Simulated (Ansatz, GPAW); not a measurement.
# BN with PBE in single-zeta orbitals from a Python script

These are simulated results from GPAW 26.7.0, not measurements. The cell was built from a prototype and was relaxed with r2SCAN in plane waves (Ansatz 0.2.0). Not every such cell is a known phase. All runs are without spin polarisation.

Space group P6_3/mmc (No. 194), hexagonal; conventional cell a = 2.491 Å, c = 4.001 Å, 5.38 Å³ an atom. B is surrounded by 6 N at 1.75 Å; N is surrounded by 6 B at 1.75 Å.

The basis is minimal: single zeta, one radial function for each shell that the log's basis lists. It describes the filled bands fairly and the empty ones poorly.

run.py reads:

```python
import json
from ase import Atoms
from gpaw import GPAW, PW, FermiDirac

atoms = Atoms(['B', 'B', 'N', 'N'],
              cell=[[2.491335, 0.0, 0.0], [-1.245668, 2.15756, 0.0], [0.0, 0.0, 4.001059]],
              scaled_positions=[[0.0, -0.0, -0.0], [0.0, -0.0, 0.5], [0.333333, 0.666667, 0.25], [0.666667, 0.333333, 0.75]],
              pbc=True)
calc = GPAW(mode='lcao', basis='sz(dzp)', h=0.2, xc='PBE', kpts={'size': (9, 9, 4), 'gamma': True},
            occupations=FermiDirac(0.02), maxiter=100, legacy_gpaw=True, txt='gpaw.txt')
atoms.calc = calc
res = {'energy': atoms.get_potential_energy(force_consistent=True)}
res['electrons'] = calc.get_number_of_electrons()
res['k'] = calc.get_ibz_k_points().tolist()
res['levels'] = [calc.get_eigenvalues(kpt=i).tolist() for i in range(len(res['k']))]
points = [[0.0, 0.0, 0.0], [0.5, 0.0, 0.0], [0.333333, 0.333333, 0.0], [0.0, 0.0, 0.5], [0.5, 0.0, 0.5], [0.333333, 0.333333, 0.5], [0.0, 0.179688, 0.0], [0.25, 0.25, 0.166667]]
bands = calc.fixed_density(kpts=points, symmetry='off', txt='bands.txt')
res['points'] = [bands.get_eigenvalues(kpt=i).tolist() for i in range(len(points))]
json.dump(res, open('results.json', 'w'))
print('free energy (eV):', round(res['energy'], 5))
```

Command: `python run.py`. It took 100 s on 1 thread of Intel(R) Xeon(R) CPU @ 2.60GHz (Ice Lake) (shared host), peak memory 0.15 GiB.

The log gpaw.txt, trimmed of paths, versions and times, then the last line on the terminal. An iter line gives the energy in eV and the logarithms of the changes of orbitals (plane waves alone) and density (c: converged):

```
___ ___ ___ _ _ _
 |   |   |_  | | | |

 | | | | | . | | | |

 |__ |  _|___|_____|  26.7.0
 |___|_|

Input parameters:
  basis: sz(dzp)
  h: 0.2
  kpts: {gamma: True,
         size: (9, 9, 4)}
  maxiter: 100
  mode: lcao
  occupations: {fixmagmom: False,
                name: fermi-dirac,
                width: 0.02}
  xc: PBE

System changes: positions, numbers, cell, pbc, initial_charges, initial_magmoms

Initialize ...

species:
  B:
    name:    Boron
    Z:       5.0
    valence: 3
    core:    2
    charge:  0.0  # [|e|]
    compensation charges:
      type: gauss
      rc: 0.20  # [Å]
      lmax: 2
    cutoffs:
      filter: 1.14  # [Å]
      core: 1.38  # [Å]
    projectors
    | kind |    occ | energy [eV] | rcut [Å] |

    |------|--------|-------------|----------|

    |   2s |  2.000 |      -9.443 |    0.635 |

    |   2p |  1.000 |      -3.606 |    0.635 |

    |    s |        |      17.768 |    0.635 |

    |    p |        |      23.605 |    0.635 |

    |    d |        |       0.000 |    0.635 |

    LCAO basis set for B:
      Name: sz(dzp)
      Number of radial functions: 2
      Number of spherical harmonics: 4
        l=0, rc=6.6719 Bohr: 2s-sz confined orbital
        l=1, rc=8.2188 Bohr: 2p-sz confined orbital
      Number of RI-basis functions 0

  N:
    name:    Nitrogen
    Z:       7.0
    valence: 5
    core:    2
    charge:  0.0  # [|e|]
    compensation charges:
      type: gauss
      rc: 0.18  # [Å]
      lmax: 2
    cutoffs:
      filter: 1.11  # [Å]
      core: 0.96  # [Å]
    projectors
    | kind |    occ | energy [eV] | rcut [Å] |

    |------|--------|-------------|----------|

    |   2s |  2.000 |     -18.583 |    0.603 |

    |   2p |  3.000 |      -7.089 |    0.529 |

    |    s |        |       8.629 |    0.603 |

    |    p |        |      20.123 |    0.529 |

    |    d |        |       0.000 |    0.577 |

    LCAO basis set for N:
      Name: sz(dzp)
      Number of radial functions: 2
      Number of spherical harmonics: 4
        l=0, rc=4.8594 Bohr: 2s-sz confined orbital
        l=1, rc=6.0625 Bohr: 2p-sz confined orbital
      Number of RI-basis functions 0

Reference energy: -4302.422143  # eV

Spin-paired calculation

Convergence criteria:
 Maximum [total energy] change in last 3 cyles: 0.0005 eV / valence electron
 Maximum integral of absolute [dens]ity change: 0.0001 electrons / valence electron
 Maximum integral of absolute [eigenst]ate change: 4e-08 eV^2 / valence electron
 Maximum number of scf [iter]ations: 100
 (Square brackets indicate name in SCF output, whereas a 'c' in
 the SCF output indicates the quantity has converged.)

Symmetries present (total): 2

  ( 1  0  0)  (-1  0  0)
  ( 0  1  0)  ( 0 -1  0)
  ( 0  0  1)  ( 0  0 -1)

324 k-points: 9 x 9 x 4 Monkhorst-Pack grid + [0.000000,0.000000,1/8]
163 k-points in the irreducible part of the Brillouin zone
       k-points in crystal coordinates                weights
   0:     0.00000000    0.00000000    0.00000000          1/324
   1:     0.00000000    0.00000000    0.25000000          2/324
   2:     0.00000000    0.00000000    0.50000000          1/324
   3:     0.00000000    0.11111111   -0.25000000          2/324
   4:     0.00000000    0.11111111    0.00000000          2/324
   5:     0.00000000    0.11111111    0.25000000          2/324
   6:     0.00000000    0.11111111    0.50000000          2/324
   7:     0.00000000    0.22222222   -0.25000000          2/324
   8:     0.00000000    0.22222222    0.00000000          2/324
   9:     0.00000000    0.22222222    0.25000000          2/324
          ...
 162:     0.44444444    0.44444444    0.50000000          2/324

Wave functions: LCAO
  Diagonalizer: Serial LAPACK
  Atomic Correction: dense with blas
  Data-type: complex

Occupation numbers: Fermi-Dirac:
  width: 0.0200  # eV

Eigensolver
   LCAO using direct dense diagonalizer

Densities:
  Coarse grid: 12*12*20 grid
  Fine grid: 24*24*40 grid
  Total Charge: 0.000000

Density mixing:
  Method: separate
  Backend: msr1
  Linear mixing parameter: 0.05
  old densities: 10
  Width of damping distribution: 1.1
  Damping of long wavelength oscillations: 20

Hamiltonian:
  XC and Coulomb potentials evaluated on a 24*24*40 grid
  Using the PBE Exchange-Correlation functional
  Interpolation: tri-quintic (5. degree polynomial)
  Poisson solver: FastPoissonSolver using
    Stencil: 8*3+1=25 point O(h^6) finite-difference Laplacian
    FFT axes: [np.int64(0), np.int64(1), np.int64(2)]
    FST axes: []

XC parameters: PBE with 2 nearest neighbor stencil

Memory estimate:
  Process memory now: 112.02 MiB
  Calculator: 9.40 MiB
    Density: 3.39 MiB
      Arrays: 0.57 MiB
      Localized functions: 2.37 MiB
      Mixer: 0.44 MiB
    Hamiltonian: 0.57 MiB
      Arrays: 0.37 MiB
      XC: 0.00 MiB
      Poisson: 0.00 MiB
      vbar: 0.20 MiB
    Wavefunctions: 5.44 MiB
      C [qnM]: 0.56 MiB
      S, T [2 x qmm]: 1.27 MiB
      P [aqMi]: 0.13 MiB
      BasisFunctions: 3.48 MiB
      Eigensolver: 0.00 MiB

Total number of cores used: 1

Number of atoms: 4
Number of atomic orbitals: 16
Number of bands in calculation: 14
Number of valence electrons: 16
Bands to converge: occupied
Positions:
   0 B      0.000000    0.000000    0.000000    ( 0.0000,  0.0000,  0.0000)
   1 B      0.000000    0.000000    2.000529    ( 0.0000,  0.0000,  0.0000)
   2 N     -0.000002    1.438374    1.000265    ( 0.0000,  0.0000,  0.0000)
   3 N      1.245669    0.719186    3.000794    ( 0.0000,  0.0000,  0.0000)

Unit cell:
           periodic     x           y           z      points  spacing
  1. axis:    yes    2.491335    0.000000    0.000000    12     0.1798
  2. axis:    yes   -1.245668    2.157560    0.000000    12     0.1798
  3. axis:    yes    0.000000    0.000000    4.001059    20     0.2001

  Lengths:   2.491335   2.491336   4.001059
  Angles:   90.000000  90.000000 120.000003

Effective grid spacing dv^(1/3) = 0.1955

iter:   1   -25.185997        c
iter:   2   -24.826390        c -0.84
iter:   3   -23.628459        c -0.89
iter:   4   -23.632580        c -1.76
iter:   5   -23.636979        c -1.95
iter:   6   -23.636986c       c -3.14
iter:   7   -23.636985c       c -4.02c

Converged after 7 iterations.

Energy contributions relative to reference atoms: (reference = -4302.422143)

Kinetic:        +45.082038
Potential:      -34.347237
External:        +0.000000
XC:             -35.436275
Entropy (-ST):   -0.000000
Local:           +1.064489
SIC:             +0.000000
--------------------------
Free energy:    -23.636985
Extrapolated:   -23.636985

Showing only first 2 kpts
 Kpt  Band  Eigenvalues  Occupancy
  0     6     13.37804    2.00000
  0     7     13.39134    2.00000
  0     8     19.98297    0.00000
  0     9     21.43349    0.00000

  1     6     13.20518    2.00000
  1     7     13.21722    2.00000
  1     8     20.42701    0.00000
  1     9     21.50358    0.00000

Fermi level: 14.43763

Gap: 1.103 eV
Transition (v -> c):
  (s=0, k=8, n=7, [0.00, 0.22, 0.00]) -> (s=0, k=120, n=8, [0.33, 0.33, 0.00])
Direct/indirect transitions are different
Direct gap: 5.020 eV
Transition at: (s=0, k=148, n=7, [0.44, 0.11, 0.00])

free energy (eV): -23.63699
```

The gap in the log is over the mesh alone; results.json adds the listed points. PBE in single-zeta orbitals gives a gap of 1.09 eV. On the same cell, plane-wave PBE (Ansatz, 12×12×6 k points and the special points) gives a gap of 1.58 eV and r2SCAN a gap of 1.82 eV; on shared hosts these took about 1.4 and 2.8 core-seconds on the 4-atom cell, against 100 for the script. Semilocal gaps usually lie below measured ones.
